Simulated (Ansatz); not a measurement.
Method: DFT, revPBE, plane waves (420 eV) with PAW, scalar-relativistic (Ansatz 0.2.0). (PAW data from PBE, frozen cores regenerated.)

An element in the simple cubic structure gives this curve. The cell is scaled uniformly from the relaxed one, with fractional coordinates and shape fixed. Energies are extrapolated to zero smearing, pressures are those at the given smearing. Magnetic state: ferromagnetic.

```tsv
V (Å³/atom)	E − E₀ (meV/atom)	P (GPa)	sphere moment (μB)
12.036	88.7	20.37	2.21
12.583	34.3	11.78	2.27
13.130	6.2	4.95	2.33
13.677	-0.6	-0.41	2.39
14.224	8.5	-4.18	2.47
14.771	28.3	-6.44	2.61
15.318	52.6	-8.18	2.73
```

**Question.** Which element is it?
A. nickel
B. copper
C. vanadium
D. iron

**Answer.** D. Its fit is V₀ = 13.61 Å³/atom, B₀ = 111 GPa, B₀′ = 7.5.
